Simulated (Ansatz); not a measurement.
# Pt: the cost of one run

Computed with Ansatz 0.2.0 (DFT PBE, scalar-relativistic, plane waves, PAW, unless a step's input says otherwise).

42 further runs of the same task are left out: 1 that didn't finish, 41 set aside as unsound or not needed.

## 1. The structure to begin with

It takes space group P6_3/mmc (No. 194, hexagonal). The conventional cell has a = 2.759 Å, b = 2.759 Å, c = 4.781 Å, α = 90.00°, β = 90.00°, γ = 120.00°. Pt (site symmetry -6m2) has 12 Pt at 2.76 to 2.87 Å as nearest neighbours.

Coordinates:

```cif
data_structure
_symmetry_space_group_name_H-M 'P 1'
_symmetry_Int_Tables_number 1
_cell_length_a 2.7585
_cell_length_b 2.7585
_cell_length_c 4.7814
_cell_angle_alpha 90.000
_cell_angle_beta 90.000
_cell_angle_gamma 120.000
_cell_volume 31.51
loop_
_atom_site_label
_atom_site_type_symbol
_atom_site_fract_x
_atom_site_fract_y
_atom_site_fract_z
_atom_site_occupancy
Pt1 Pt 0.66667 0.33333 0.75000 1
Pt2 Pt 0.33333 0.66667 0.25000 1
```

It goes back to an entry of the Materials Project, which need not be the stable form.

This cell was relaxed beforehand with the same method: volume 15.75 Å³/atom, gap on the mesh none (metal).

## 2. What is varied

The energy is mapped over the lattice constants a and c of the conventional cell.

- lattice constant a (and b): 9 values from 2.565 to 2.952 Å
- lattice constant c: 9 values from 4.542 to 5.021 Å

Nothing else is relaxed (symmetry fixes all fractional coordinates). Energies count from the relaxed crystal. Points are written as (first, second).

## 3. Grid point (2.662 Å, 4.542 Å)

input.yaml reads:

```yaml
crystal:
  lattice:
    - [2.662, 0.0, 0.0]
    - [-1.331, 2.3053596249, 0.0]
    - [0.0, 0.0, 4.5423]
  atoms:
    - { symbol: Pt, position: [0.6666666667, 0.3333333333, 0.75] }
    - { symbol: Pt, position: [0.3333333333, 0.6666666667, 0.25] }
basis:
  ecutwfc: 420
kpoints:
  mp_grid: { grid: [18, 18, 10] }
hamiltonian:
  xc: pbe
scf:
  occupations: { method: gaussian, width: 0.15 }
output:
  forces: true
  stress: true
  eigenvalues: true
```

Command:

```console
$ ansatz run input.yaml --threads 1 --pin off --max-ram 2048MiB --backend cpu --events-out ev --progress --plain --runs-dir out
```

What time and memory should one allow on 1 thread of Intel Xeon 6975P-C (Granite Rapids), shared host?

About 3.1 s, with a peak of 0.43 GiB.
